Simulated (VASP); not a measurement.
# TiAl, self-consistent run: which settings are enough?

TiAl, P1 (no. 1), 2 atoms in the cell. PBE; PAW potentials Ti_sv, Al (PBE set). VASP 6.6.1. The atoms are moved at random off their ideal places.

Wanted: energy within 1 meV/atom; forces within 0.005 eV/Å; pressure within 0.1 GPa.

POSCAR:
```
TiAl
1.0
    2.8373000000      0.0000000000      0.0000000000
    0.0000000000      2.8373000000      0.0000000000
    0.0000000000      0.0000000000      4.0591000000
Ti Al
1 1
Direct
    0.0007320000     -0.0046110000     -0.0017790000
    0.5022280000      0.5010400000      0.5012840000
```

## FFT grids and symmetry tolerance typed by hand

| FFT grids and symmetry tolerance typed by hand | Energy less reference (meV/atom) | Forces, largest deviation (eV/Å) | Pressure (GPa) | SCF iterations | Time (s) |
|---|---|---|---|---|---|
| default | 0.0 | 0.0000 | -1.04 | 15 | 51 |
| NGX, NGY, NGZ = 26, 26, 36 | 0.0 | 0.0002 | -1.04 | 15 | 116 |
| NGX, NGY, NGZ = 16, 16, 22 | 0.0 | 0.0002 | -1.04 | 15 | 28 |
| NGX, NGY, NGZ = 14, 14, 18 | -0.1 | 0.0005 | -1.04 | 15 | 28 |
| NGX, NGY, NGZ = 12, 12, 16 | -0.9 | 0.0010 | -0.96 | 15 | 27 |
| NGXF, NGYF, NGZF = 28, 28, 40 | 0.0 | 0.0006 | -1.04 | 15 | 59 |
| NGXF, NGYF, NGZF = 56, 56, 80 | 0.0 | 0.0002 | -1.04 | 15 | 52 |
| SYMPREC = 0.001 | 0.0 | 0.0000 | -1.04 | 15 | 52 |
| SYMPREC = 1e-08 | 0.0 | 0.0000 | -1.04 | 15 | 57 |
| EWALD_CUTOFF = 2.0 | -2477.1 | 0.0157 | -26.88 | 15 | 49 |
| EWALD_CUTOFF = 8.0 | 0.0 | 0.0000 | -1.04 | 15 | 42 |

Chosen: default; NGX, NGY, NGZ = 16, 16, 22 would be accurate enough too and is faster here.

## The input

INCAR:
```
SYSTEM = TiAl
  PREC = Accurate
  ENCUT = 400
  EDIFF = 1E-7
  ISMEAR = 1
  SIGMA = 0.1
  LREAL = .FALSE.
  LASPH = .TRUE.
  ALGO = Normal
  NELM = 100
  ISIF = 2
  LWAVE = .FALSE.
  LCHARG = .FALSE.
```

KPOINTS:
```
k-points
0
Gamma
  8 8 6
```

Commands:
```
cat potpaw_PBE.64/Ti_sv/POTCAR potpaw_PBE.64/Al/POTCAR > POTCAR
mpirun -np 1 vasp_std > vasp.out
```

The chosen input took VASP 6.6.1 51 s on 1 core (Intel Xeon Platinum 8259CL @ 2.50GHz (Skylake/Cascade Lake)), a shared host.

## An input that fails: an FFT grid typed too coarse

It runs to its end, but against the unchanged starting input it is off by 118.5 meV/atom in the energy, 0.1064 eV/Å in the forces, 14.17 GPa in the pressure.

Changes against the starting input:
```
+ NGX = 8
+ NGY = 8
+ NGZ = 10
```
